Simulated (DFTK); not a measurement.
The system is MgO.

```
Mg O
1.0
     0.00000    2.09700    2.09700
     2.09700    0.00000    2.09700
     2.09700    2.09700    0.00000
Mg O
1 1
Direct
  0.00000 0.00000 0.00000
  0.50000 0.50000 0.50000
```

The cell is a database's computed one.

Base run:

* Program: DFTK 0.8.2
* Functional: BJ06
* Potentials or basis: SG15 1.2 (PBE)
* Cutoff: 1225 eV
* k mesh: 11 × 11 × 11
* Occupations: fermi-dirac, width 0.05 eV
* Spin: no spin polarisation

Its results: band gap on the k mesh 5.76 eV, direct.

**Question.** After a change of settings the same cell gave: band gap on the k mesh 5.91 eV, direct. Which change was it?
A. functional from BJ06 to LDA
B. functional from BJ06 to r2SCAN
C. functional from BJ06 to HSE06; k mesh from 11 × 11 × 11 to 2 × 2 × 2
D. potentials or basis from SG15 1.2 (PBE) to in-house norm-conserving set (r2SCAN, scalar relativistic); cutoff from 1225 eV to 1279 eV; k mesh from 11 × 11 × 11 to 9 × 9 × 9

**Answer.** D.

Caveats: the program leaves the constant c of mgga_x_tb09 at 1, so the potential is Becke-Johnson's (BJ06) and not Tran and Blaha's, with levels but no total energy; the program warned that the kinetic-energy density falls under its von Weizsäcker bound, which can give unphysical results (some runs).

Runs at the PBE level aren't shown here.
